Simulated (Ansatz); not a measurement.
# AlNi3 (Pm-3m) in Ansatz: notebook

The runs below take AlNi3 through single point, equation of state, with r2SCAN.

Program: Ansatz 0.2.0. These are calculated values, not measurements. Logs are shortened: lines on timing, memory, paths and dates and some standing lists are left out, and cuts for length are marked.

### 1 The structure

It takes space group Pm-3m (No. 221, cubic). Conventional cell: a = 3.523 Å, b = 3.523 Å, c = 3.523 Å, α = 90.00°, β = 90.00°, γ = 90.00°. Around Ni (site symmetry 4/mmm) lie 8 Ni at 2.49 Å and 4 Al at 2.49 Å. Al (site symmetry m-3m) has 12 Ni at 2.49 Å as nearest neighbours.

The cell is a database's computed one.

### 2 Single point, r2SCAN, collinear spin, ferromagnetic start, 10.28 Å³/atom (volume scaled by 0.94)

input.yaml reads:

```yaml
crystal:
  lattice:
    - [3.4511354705, 0.0, 0.0]
    - [0.0, 3.4511354705, 0.0]
    - [0.0, 0.0, 3.4511354705]
  atoms:
    - { symbol: Ni, position: [0.5, 0.5, 0.0], spin: 1.0 }
    - { symbol: Ni, position: [0.5, 0.0, 0.5], spin: 1.0 }
    - { symbol: Ni, position: [0.0, 0.5, 0.5], spin: 1.0 }
    - { symbol: Al, position: [0.0, 0.0, 0.0] }
hamiltonian:
  xc: r2scan
  pseudopotentials: { kind: paw }
magnetization:
  spin_polarized: true
kpoints:
  mp_grid: { grid: [8, 8, 8] }
scf:
  occupations: { method: fermi_dirac, width: 0.05 }
output:
  forces: true
  stress: true
  eigenvalues: true
  write_density: true
  write_potential: true
  elf: true
  volumetric_format: npy
```

Potentials or basis: Ansatz PAW.

Started as:

```sh
> ansatz run input.yaml --threads 2 --pin off --max-ram 5632MiB --backend cpu --events-out ev --progress --plain --runs-dir out
```

What it wrote:

```text
Warning: RAYON_NUM_THREADS=2 ignored (pool sized by the plan → 2); use --threads N
Engine: ansatz 0.2.0, x86_64-unknown-linux-gnu
Pseudopotentials: kind: paw
Pseudopotential: Ni, paw, valence charge 18, recommended cutoff 500 eV (meta_gga), Ni.paw.azcp
Pseudopotential: Al, paw, valence charge 3, recommended cutoff 500 eV (meta_gga), Al.paw.azcp
Functional definition: r2SCAN
  parameter k0 = 0.174
  parameter k1 = 0.065
  parameter a1 = 4.9479
  exchange = r2scan_x(k0 = k0, k1 = k1, a1 = a1)
  correlation = r2scan_c
Crystal: 4 atoms, lattice volume = 41.104 Å³
Basis set: ecut = 500 eV, 1021 PW (Γ), exchange–correlation on 108×108×108 points (64 copies of the dense FFT grid, shifted against one another)
Bands: 36, of which v1, the nominal top of the filled ones, is band 29 counted from 1 (28 counted from 0)
Symmetry: 48 space group operations
Space group: Pm-3m (ITA 221), of the structure as read, at distance tolerance 3.5e-5 Å
Magnetic group: BNS 221.92 (UNI 1594), of the structure as read, at distance tolerance 3.5e-5 Å
k-points: 35 of 512
Non-local potential: Ni, projectors of the file, l = 0: 3, l = 1: 2, l = 2: 3, l = 3: 1
Non-local potential: Al, projectors of the file, l = 0: 2, l = 1: 2, l = 2: 1
PAW form: soft (Blöchl's): semilocal exchange-correlation on the pseudo side does not see the compensation charge
PAW frozen core: Ni, regenerated for the run's functional (the file was generated under x = pbe(κ = 0.804, μ = 0.2195149727645171), c = pbe(β = 0.06672455060314922))
PAW frozen core: Al, regenerated for the run's functional (the file was generated under x = pbe(κ = 0.804, μ = 0.2195149727645171), c = pbe(β = 0.06672455060314922))
PAW one-centre angular grid: Ni, 590 points (default); XC on 160 Gauss nodes
PAW one-centre angular grid: Al, 302 points (default); XC on 160 Gauss nodes
Initial density: superposition of atomic densities (chi_scale 0.1, normalization cell)
Starting moments: Σ|m| = 3 μB on 3 of 4 sites
Initial wavefunctions: pseudopotential atomic-orbital guess
Functional: x = r2scan, c = r2scan; τ floored in thin density (d = 2e-4 eV/Å³)
SCF iter   1: F=—  HF=-18073.685174 eV  |F-HF|=—  |Δ(HF+E_count)|=         —  Δρ=5.74e-2 (↑5.74e-2 ↓4.21e-2)  dr2=1.87e0  dr2_τ=3.09e-2  dr2_m=1.92e-1  M=1.909 μB ∫|m|=2.473 μB  β_m=0.82  ethr=3.10e-3  ⟨swp⟩=6.0  Hψ=9694  notcnv=0  defer=3
Mixer restart at iter 1: flushing history
preconditioner: auto → Kerker (q_TF=auto, 2.881 Å⁻¹)  [metal: Δε(μ)=0.014 eV  Ē_g=8.999 eV  σ=0.050 eV  W_gap=0.07  n_scr=18 (ndim 8)  ℏωp=33.3 eV  f_vac=0.000  D(μ)=4.25/eV (n_scr^D=56)]
spin=Collinear: Kerker preconditioning applied to the charge; magnetization (m = ρ↑ − ρ↓) channel mixes plain (no charge-response kernel on spin).
SCF iter   2: F=—  HF=-18073.809647 eV  |F-HF|=—  |Δ(HF+E_count)|=   1.24e-1  Δρ=3.17e-2 (↑1.50e-2 ↓3.17e-2)  dr2=3.58e-1  dr2_τ=5.87e-3  dr2_m=6.77e-2  M=1.588 μB ∫|m|=2.349 μB  β_m=1.00  ethr=3.10e-3  ⟨swp⟩=3.0  Hψ=4993  notcnv=0  defer=108  κ⁻¹=1.0e0(r=1)
SCF iter   3: F=—  HF=-18075.057419 eV  |F-HF|=—  |Δ(HF+E_count)|=    1.25e0  Δρ=2.63e-2 (↑1.41e-2 ↓2.63e-2)  dr2=3.97e-1  dr2_τ=1.57e-3  dr2_m=2.78e-2  M=1.390 μB ∫|m|=2.270 μB  β_m=1.00  ethr=6.28e-4  ⟨swp⟩=2.9  Hψ=3937  notcnv=0  defer=110  κ⁻¹=7.9e-3(r=2)
SCF iter   4: F=—  HF=-18076.631901 eV  |F-HF|=—  |Δ(HF+E_count)|=    1.57e0  Δρ=1.99e-2 (↑1.20e-2 ↓1.99e-2)  dr2=3.82e-1  dr2_τ=6.33e-4  dr2_m=9.75e-3  M=1.203 μB ∫|m|=2.075 μB  β_m=1.00  ethr=6.28e-4  ⟨swp⟩=3.0  Hψ=4261  notcnv=0  defer=110  κ⁻¹=1.6e-3(r=3)
SCF iter   5: F=—  HF=-18077.801478 eV  |F-HF|=—  |Δ(HF+E_count)|=    1.17e0  Δρ=1.12e-2 (↑6.43e-3 ↓1.12e-2)  dr2=1.46e-1  dr2_τ=2.17e-4  dr2_m=1.24e-2  M=0.999 μB ∫|m|=1.601 μB  β_m=1.00  ethr=6.28e-4  ⟨swp⟩=3.2  Hψ=5395  notcnv=0  defer=112  κ⁻¹=4.7e-4(r=4)
SCF iter   6: F=—  HF=-18077.788904 eV  |F-HF|=—  |Δ(HF+E_count)|=         —  Δρ=6.45e-3 (↑6.45e-3 ↓5.75e-3)  dr2=4.32e-2  dr2_τ=1.58e-4  dr2_m=2.39e-3  M=0.834 μB ∫|m|=1.284 μB  β_m=1.00  ethr=2.55e-4  ⟨swp⟩=2.9  Hψ=4238  notcnv=0  defer=115
Mixer restart at iter 6: flushing history
SCF iter   7: F=—  HF=-18077.809807 eV  |F-HF|=—  |Δ(HF+E_count)|=   2.09e-2  Δρ=4.70e-3 (↑4.70e-3 ↓4.52e-3)  dr2=2.54e-2  dr2_τ=9.65e-5  dr2_m=2.14e-5  M=0.833 μB ∫|m|=1.282 μB  β_m=1.00  ethr=7.57e-5  ⟨swp⟩=2.0  Hψ=3152  notcnv=0  defer=120  κ⁻¹=1.0e0(r=1)
SCF iter   8: F=—  HF=-18077.850836 eV  |F-HF|=—  |Δ(HF+E_count)|=   4.10e-2  Δρ=3.25e-3 (↑3.25e-3 ↓2.93e-3)  dr2=9.47e-3  dr2_τ=4.55e-5  dr2_m=2.34e-5  M=0.835 μB ∫|m|=1.270 μB  β_m=1.00  ethr=4.46e-5  ⟨swp⟩=2.3  Hψ=4597  notcnv=0  defer=120  κ⁻¹=1.2e-1(r=2)
SCF iter   9: F=—  HF=-18077.862995 eV  |F-HF|=—  |Δ(HF+E_count)|=   1.22e-2  Δρ=2.17e-3 (↑2.17e-3 ↓2.13e-3)  dr2=4.70e-3  dr2_τ=2.25e-5  dr2_m=6.52e-7  M=0.838 μB ∫|m|=1.260 μB  β_m=1.00  ethr=1.66e-5  ⟨swp⟩=2.0  Hψ=4556  notcnv=0  defer=120  κ⁻¹=1.8e-2(r=3)
SCF iter  10: F=—  HF=-18077.862937 eV  |F-HF|=—  |Δ(HF+E_count)|=   5.80e-5  Δρ=8.07e-4 (↑8.07e-4 ↓6.23e-4)  dr2=3.57e-4  dr2_τ=1.97e-6  dr2_m=1.46e-5  M=0.841 μB ∫|m|=1.257 μB  β_m=1.00  ethr=8.25e-6  ⟨swp⟩=2.0  Hψ=4070  notcnv=0  defer=120  κ⁻¹=1.6e-3(r=4)
SCF iter  11: F=—  HF=-18077.863038 eV  |F-HF|=—  |Δ(HF+E_count)|=   1.01e-4  Δρ=4.88e-4 (↑4.88e-4 ↓4.30e-4)  dr2=1.24e-4  dr2_τ=1.03e-6  dr2_m=2.21e-6  M=0.841 μB ∫|m|=1.259 μB  β_m=1.00  ethr=6.26e-7  ⟨swp⟩=1.7  Hψ=2822  notcnv=0  defer=120  κ⁻¹=7.6e-4(r=5)
SCF iter  12: F=—  HF=-18077.863316 eV  |F-HF|=—  |Δ(HF+E_count)|=   2.78e-4  Δρ=4.65e-4 (↑2.47e-4 ↓4.65e-4)  dr2=1.01e-4  dr2_τ=2.08e-7  dr2_m=5.30e-6  M=0.840 μB ∫|m|=1.261 μB  β_m=1.00  ethr=2.18e-7  ⟨swp⟩=2.0  Hψ=4562  notcnv=0  defer=120  κ⁻¹=1.5e-4(r=6)
SCF iter  13: F=—  HF=-18077.863339 eV  |F-HF|=—  |Δ(HF+E_count)|=   2.29e-5  Δρ=1.06e-4 (↑1.06e-4 ↓7.31e-5)  dr2=4.00e-6  dr2_τ=5.74e-8  dr2_m=2.14e-7  M=0.840 μB ∫|m|=1.260 μB  β_m=1.00  ethr=1.78e-7  ⟨swp⟩=2.0  Hψ=3619  notcnv=0  defer=120  κ⁻¹=9.2e-5(r=7)
SCF iter  14: F=—  HF=-18077.863363 eV  |F-HF|=—  |Δ(HF+E_count)|=   2.41e-5  Δρ=5.45e-5 (↑4.29e-5 ↓5.45e-5)  dr2=6.70e-7  dr2_τ=1.60e-8  dr2_m=1.08e-7  M=0.840 μB ∫|m|=1.260 μB  β_m=1.00  ethr=7.02e-9  ⟨swp⟩=2.1  Hψ=4490  notcnv=0  defer=120  κ⁻¹=8.2e-6(r=8)
SCF iter  15: F=—  HF=-18077.863371 eV  |F-HF|=—  |Δ(HF+E_count)|=   8.41e-6  Δρ=4.17e-5 (↑1.54e-5 ↓4.17e-5)  dr2=4.47e-7  dr2_τ=2.26e-9  dr2_m=1.00e-7  M=0.840 μB ∫|m|=1.261 μB  β_m=1.00  ethr=1.18e-9  ⟨swp⟩=2.3  Hψ=4565  notcnv=0  defer=120  κ⁻¹=4.1e-6(r=8)
SCF iter  16: F=—  HF=-18077.863373 eV  |F-HF|=—  |Δ(HF+E_count)|=   1.45e-6  Δρ=8.54e-6 (↑7.44e-6 ↓8.54e-6)  dr2=2.65e-8  dr2_τ=4.85e-10  dr2_m=2.14e-9  M=0.841 μB ∫|m|=1.261 μB  β_m=1.00  ethr=7.83e-10  ⟨swp⟩=2.3  Hψ=4665  notcnv=0  defer=120  κ⁻¹=4.5e-7(r=8)
SCF iter  17: F=-18077.863373 eV  HF=-18077.863373 eV  |F-HF|=2.70e-8  |Δ(HF+E_count)|=   1.22e-7  Δρ=7.42e-6 (↑7.42e-6 ↓7.15e-6)  dr2=5.40e-8  dr2_τ=1.84e-10  dr2_m=1.89e-10  M=0.841 μB ∫|m|=1.262 μB  ethr=4.64e-11  ⟨swp⟩=12.6  Hψ=19705  notcnv=0
SCF 1 converged in 17 iterations: F = -18077.863373 eV  dr2 = 5.40e-8
this state was not tested for a lower state beside it, because the mixer in use, unlike msr1, does not test its closes by its own steps (another_mixer; see scf.mixing.algorithm and scf.lower_state_search)
SCF converged after 17 iterations
Magnetization: 0.8406 μB (28.9203 up, 28.0797 down)
Absolute magnetization: 1.2612 μB (∫|ρ↑−ρ↓|, with the PAW one-centre terms)
Spin contamination: 0.0389 ħ² per cell (⟨S²⟩ above its minimum at these occupations)
Per-site moments (μB) at R_I (Å): [(0.3382173193011656, 1.0066325337683901), (0.33821731930116566, 1.0066325337683901), (0.3382173193011656, 1.0066325337683901), (-0.031026185455906144, 1.0066325337683901)]
Free energy (F): -18077.863373 eV
Harris-Foulkes:  -18077.863373 eV  (|F-HF|=2.70e-8)
Internal energy: -18077.846897 eV  (E = F + TS)
E sigma→0 (E₀):  -18077.855135 eV
Entropy (-TS):   -0.016476 eV (-4.119 meV/atom)
Fermi energy:    17.643881 eV
--- Per-component energies (eV) ---
  E_band       = -914.682826
  E_kinetic    = 883.160622
  E_local      = -11604.258967  (includes V_loc(G=0)·N_el)
  E_nonlocal   = 1929.181254
  E_hartree    = 4962.908942
  E_xc         = -278.682549
  E_vxc        = -391.300421  (∫ρ·V_xc dr)
  E_paw        = -5406.213264  (= ΣΔE_a)
  E_vpaw       = -1685.809158  (= ΣTr[D̂ρ^β])
  E_aug_tail   = 0.000733  (compensation charges beyond the density's cutoff)
  E_vtau       = 28.493527  (kinetic-family band-sum trace: ∫τ·v_τ [+ j·A + Jᵃ·Aᵃ] dr)
  E_ewald      = -8562.983353
  E_core_change = -0.960314  (= ΣΔE_core)
  E_smearing   = -0.016476  (= −TS)
  E_closure    = -0.000000  (closes the sum)
  Σ components = -18077.863373   (vs F -18077.863373, Δ=0.00e0)
--- Forces (eV/Å), atoms counted from 1 ---
  atom   1  Ni     0.00000000    -0.00000000     0.00000000
  atom   2  Ni     0.00000000    -0.00000000     0.00000000
  atom   3  Ni     0.00000000     0.00000000     0.00000000
  atom   4  Al    -0.00000000     0.00000000    -0.00000000
  max |Σ_I F_I| component: 1.72e-28 eV/Å
--- Stress (GPa, compression-positive) ---
       15.104999       0.000000       0.000000
        0.000000      15.104999       0.000000
        0.000000       0.000000      15.104999
  P = ⅓ Tr σ = 15.1050 GPa (151.050 kbar)
--- Band table (eV; the first three rows and the last of 70) ---
  k-point 0 ↑: bands = ["-89.5552", "-89.5101", "-89.5101", "-48.5520", "-48.5520", "-48.5520", "-48.4169", "-48.4169", "-48.4169", "-48.3624", "-48.3624", "-48.3624", "6.4570", "12.4045", "13.1632", "13.1632", "13.5434", "13.5434", "13.5434", "15.8224", "15.8224", "15.8224", "16.7606", "16.7606", "17.1458", "17.2976", "17.2976", "17.2976", "18.4863", "18.4863", "18.4863", "24.8124", "24.8124", "26.2194", "31.3232", "31.3232"]
  k-point 1 ↑: bands = ["-89.5537", "-89.5116", "-89.5101", "-48.5481", "-48.5481", "-48.5453", "-48.4180", "-48.4180", "-48.4172", "-48.3699", "-48.3652", "-48.3652", "6.6706", "12.4728", "13.0485", "13.3004", "13.5840", "13.5840", "13.5943", "15.7077", "15.7077", "15.7657", "16.6348", "16.7626", "16.8883", "16.8883", "17.0655", "17.2978", "17.7142", "19.1619", "19.1619", "24.7719", "25.4088", "26.8914", "30.1388", "30.1388"]
  k-point 2 ↑: bands = ["-89.5495", "-89.5158", "-89.5101", "-48.5375", "-48.5375", "-48.5260", "-48.4219", "-48.4219", "-48.4180", "-48.3911", "-48.3720", "-48.3720", "7.2993", "12.2597", "12.9379", "13.6753", "13.6964", "13.6964", "13.7301", "15.4184", "15.4184", "15.6161", "16.1466", "16.4042", "16.4042", "16.6952", "16.7242", "16.8729", "17.2983", "20.4259", "20.4259", "24.6601", "25.8744", "27.8673", "27.8673", "28.6454"]
  k-point 34 ↓: bands = ["-88.9361", "-88.9361", "-88.9361", "-47.9981", "-47.9981", "-47.9981", "-47.9496", "-47.8293", "-47.8293", "-47.8293", "-47.7005", "-47.7005", "11.1944", "13.2352", "13.2352", "13.2352", "14.9935", "14.9935", "14.9935", "15.5437", "15.5437", "15.5437", "16.0519", "16.0519", "16.0519", "16.4904", "16.4904", "17.0015", "17.8562", "17.8562", "17.8562", "22.0065", "22.5177", "22.5177", "22.5177", "37.3975"]
```

It took 19 s on 2 threads of AMD EPYC 7R43 (Zen 3), shared host; peak memory 0.56 GiB.

What came out:

| Quantity | Value |
| --- | --- |
| Free energy | -18077.8634 eV |
| Pressure | 15.1 GPa |
| Band gap on the k mesh | none (metal or under the smearing width) |
| Net moment | 0.84 μB per cell |
| Absolute moment | 1.26 μB per cell |
| Site moments | Ni +0.34; Al -0.03 μB |

Caveat: the magnetic or orbital state may not be the lowest; the PAW data sets come from PBE, with cores solved anew for the run's functional, which leaves a small shift of forces and pressure.

### 3 Single point, r2SCAN, collinear spin, ferromagnetic start, 10.49 Å³/atom (volume scaled by 0.96)

input.yaml, as its differences from that of step 2:

```diff
@@ -2,5 +2,5 @@
   lattice:
-    - [3.4511354705, 0.0, 0.0]
-    - [0.0, 3.4511354705, 0.0]
-    - [0.0, 0.0, 3.4511354705]
+    - [3.4754400422, 0.0, 0.0]
+    - [0.0, 3.4754400422, 0.0]
+    - [0.0, 0.0, 3.4754400422]
   atoms:
@@ -23,5 +23 @@
   eigenvalues: true
-  write_density: true
-  write_potential: true
-  elf: true
-  volumetric_format: npy
```

Potentials or basis: Ansatz PAW.

Started as:

```sh
> ansatz run input.yaml --threads 2 --pin off --max-ram 5632MiB --backend cpu --events-out ev --progress --plain --runs-dir out
```

Wall time 19 s (2 threads of AMD EPYC 7R43 (Zen 3), shared host); peak memory 0.56 GiB.

Results (log left out):

```yaml
Free_energy: -18077.9308 eV
Pressure: 9.7 GPa
Band_gap_on_the_k_mesh: none (metal or under the smearing width)
Net_moment: 0.85 μB per cell
Absolute_moment: 1.29 μB per cell
Site_moments: Ni +0.34; Al -0.03 μB
```

Caveat: the magnetic or orbital state may not be the lowest; the PAW data sets come from PBE, with cores solved anew for the run's functional, which leaves a small shift of forces and pressure.

### 4 Single point, r2SCAN, collinear spin, ferromagnetic start, 10.71 Å³/atom (volume scaled by 0.98)

input.yaml, as its differences from that of step 3:

```diff
@@ -2,5 +2,5 @@
   lattice:
-    - [3.4754400422, 0.0, 0.0]
-    - [0.0, 3.4754400422, 0.0]
-    - [0.0, 0.0, 3.4754400422]
+    - [3.4994093517, 0.0, 0.0]
+    - [0.0, 3.4994093517, 0.0]
+    - [0.0, 0.0, 3.4994093517]
   atoms:
```

Started as:

```sh
> ansatz run input.yaml --threads 2 --pin off --max-ram 5632MiB --backend cpu --events-out ev --progress --plain --runs-dir out
```

Run time: 17 s. Hardware: 2 threads of AMD EPYC 7R43 (Zen 3), shared host; peak memory 0.54 GiB.

It converged, with:

* Free energy: -18077.9702 eV
* Pressure: 4.8 GPa
* Band gap on the k mesh: none (metal or under the smearing width)
* Net moment: 0.86 μB per cell
* Absolute moment: 1.31 μB per cell
* Site moments: Ni +0.35; Al -0.03 μB

Caveat: the magnetic or orbital state may not be the lowest; the PAW data sets come from PBE, with cores solved anew for the run's functional, which leaves a small shift of forces and pressure.

### 5 Single point, r2SCAN, collinear spin, ferromagnetic start, 10.93 Å³/atom

input.yaml, as its differences from that of step 4:

```diff
@@ -2,5 +2,5 @@
   lattice:
-    - [3.4994093517, 0.0, 0.0]
-    - [0.0, 3.4994093517, 0.0]
-    - [0.0, 0.0, 3.4994093517]
+    - [3.5230547267, 0.0, 0.0]
+    - [0.0, 3.5230547267, 0.0]
+    - [0.0, 0.0, 3.5230547267]
   atoms:
```

Started as:

```sh
> ansatz run input.yaml --threads 2 --pin off --max-ram 5632MiB --backend cpu --events-out ev --progress --plain --runs-dir out
```

It took 16 s on 2 threads of AMD EPYC 7R43 (Zen 3), shared host; peak memory 0.56 GiB.

Results (log left out):

- Free energy: -18077.9846 eV
- Pressure: 0.5 GPa
- Band gap on the k mesh: none (metal or under the smearing width)
- Net moment: 0.87 μB per cell
- Absolute moment: 1.34 μB per cell
- Site moments: Ni +0.35; Al -0.03 μB

Caveat: the magnetic or orbital state may not be the lowest; the PAW data sets come from PBE, with cores solved anew for the run's functional, which leaves a small shift of forces and pressure.

### 6 Single point, r2SCAN, collinear spin, ferromagnetic start, 11.15 Å³/atom (volume scaled by 1.02)

input.yaml, as its differences from that of step 5:

```diff
@@ -2,5 +2,5 @@
   lattice:
-    - [3.5230547267, 0.0, 0.0]
-    - [0.0, 3.5230547267, 0.0]
-    - [0.0, 0.0, 3.5230547267]
+    - [3.5463868949, 0.0, 0.0]
+    - [0.0, 3.5463868949, 0.0]
+    - [0.0, 0.0, 3.5463868949]
   atoms:
```

Potentials or basis: Ansatz PAW.

Started as:

```sh
> ansatz run input.yaml --threads 2 --pin off --max-ram 5632MiB --backend cpu --events-out ev --progress --plain --runs-dir out
```

It took 18 s on 2 threads of AMD EPYC 7R43 (Zen 3), shared host; peak memory 0.56 GiB.

The run converged. Its results:

```yaml
Free_energy: -18077.9767 eV
Pressure: -3.4 GPa
Band_gap_on_the_k_mesh: none (metal or under the smearing width)
Net_moment: 0.88 μB per cell
Absolute_moment: 1.36 μB per cell
Site_moments: Ni +0.36; Al -0.04 μB
```

Caveat: the magnetic or orbital state may not be the lowest; the PAW data sets come from PBE, with cores solved anew for the run's functional, which leaves a small shift of forces and pressure.

### 7 Single point, r2SCAN, collinear spin, ferromagnetic start, 11.37 Å³/atom (volume scaled by 1.04)

input.yaml, as its differences from that of step 6:

```diff
@@ -2,5 +2,5 @@
   lattice:
-    - [3.5463868949, 0.0, 0.0]
-    - [0.0, 3.5463868949, 0.0]
-    - [0.0, 0.0, 3.5463868949]
+    - [3.5694160265, 0.0, 0.0]
+    - [0.0, 3.5694160265, 0.0]
+    - [0.0, 0.0, 3.5694160265]
   atoms:
@@ -23 +23,5 @@
   eigenvalues: true
+  write_density: true
+  write_potential: true
+  elf: true
+  volumetric_format: npy
```

Started as:

```sh
> ansatz run input.yaml --threads 2 --pin off --max-ram 5632MiB --backend cpu --events-out ev --progress --plain --runs-dir out
```

It took 20 s on 2 threads of AMD EPYC 7R43 (Zen 3), shared host; peak memory 0.57 GiB.

Results (log left out):

| Item | Value |
| --- | --- |
| Free energy | -18077.9488 eV |
| Pressure | -6.8 GPa |
| Band gap on the k mesh | none (metal or under the smearing width) |
| Net moment | 0.89 μB per cell |
| Absolute moment | 1.39 μB per cell |
| Site moments | Ni +0.36; Al -0.04 μB |

Caveat: the magnetic or orbital state may not be the lowest; the PAW data sets come from PBE, with cores solved anew for the run's functional, which leaves a small shift of forces and pressure.

### 8 Single point, r2SCAN, collinear spin, ferromagnetic start, 11.59 Å³/atom (volume scaled by 1.06)

input.yaml, as its differences from that of step 7:

```diff
@@ -2,5 +2,5 @@
   lattice:
-    - [3.5694160265, 0.0, 0.0]
-    - [0.0, 3.5694160265, 0.0]
-    - [0.0, 0.0, 3.5694160265]
+    - [3.5921517734, 0.0, 0.0]
+    - [0.0, 3.5921517734, 0.0]
+    - [0.0, 0.0, 3.5921517734]
   atoms:
@@ -23,5 +23 @@
   eigenvalues: true
-  write_density: true
-  write_potential: true
-  elf: true
-  volumetric_format: npy
```

Started as:

```sh
> ansatz run input.yaml --threads 2 --pin off --max-ram 5632MiB --backend cpu --events-out ev --progress --plain --runs-dir out
```

Wall time 20 s (2 threads of AMD EPYC 7R43 (Zen 3), shared host); peak memory 0.57 GiB.

It converged, with:

```yaml
Free_energy: -18077.9030 eV
Pressure: -9.9 GPa
Band_gap_on_the_k_mesh: none (metal or under the smearing width)
Net_moment: 0.90 μB per cell
Absolute_moment: 1.42 μB per cell
Site_moments: Ni +0.37; Al -0.04 μB
```

Caveat: the magnetic or orbital state may not be the lowest; the PAW data sets come from PBE, with cores solved anew for the run's functional, which leaves a small shift of forces and pressure.

### 9 Equation of state, r2SCAN, collinear spin, ferromagnetic start

Potentials or basis: Ansatz PAW.

No new run: the results of the series are fitted here.

What came out:

| Quantity | Value |
| --- | --- |
| Equilibrium volume | 10.96 Å³/atom |
| Bulk modulus | 202 GPa |
| Pressure derivative of the bulk modulus | 4.6 |

Energy against volume, from the lowest point:
| volume (Å³/atom) | energy (meV/atom) |
| --- | --- |
| 10.276 | 30.31 |
| 10.495 | 13.46 |
| 10.713 | 3.61 |
| 10.932 | 0.00 |
| 11.151 | 1.97 |
| 11.369 | 8.95 |
| 11.588 | 20.39 |

Caveat: the magnetic or orbital state may not be the lowest; the PAW data sets were made with another functional, which shifts forces and pressure a little.
